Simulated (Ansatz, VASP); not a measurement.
## Two plane-wave programs on MnAs

```
Mn As
1.0
     3.71720    0.00000    0.00000
    -1.85860    3.21919    0.00000
     0.00000    0.00000    5.70440
Mn As
2 2
Direct
  0.00000 0.00000 0.00000
  0.00000 0.00000 0.50000
  0.33333 0.66667 0.25000
  0.66667 0.33333 0.75000
```

Alike in both runs: task single point; functional PBEsol; k mesh 14 × 14 × 8; occupations gaussian, width 0.05 eV; no spin polarisation.

|  | VASP | Ansatz |
| --- | --- | --- |
| version | VASP 6.6.1 | Ansatz 0.2.0 |
| potentials or method | VASP PAW PBE potentials, release 64 (Mn_pv, As) | scalar-relativistic, plane waves, PAW |
| plane-wave cutoff (eV) | 520 | 420 |
| valence electrons in the cell | 36 | 60 |

```tsv
	VASP	Ansatz	Ansatz less VASP
gap on the k mesh at the Fermi level (eV)	none	none	-
pressure (GPa)	-24.6	-24.8	-0.23
largest component of the traceless stress (GPa)	1.91	1.99	+0.087
```

A gap of «none» marks a metal or a gap that the smearing closes. The two sets of potentials don't hold the same shells in valence.

Caveats: so large a pressure means that the cell lies far from this level's equilibrium, or that cutoff or potentials fall short (VASP); the potentials were made for another functional, which shifts forces and pressure (VASP). Spin polarisation is off, so any magnetic state and its effect on volume and gap are missing.
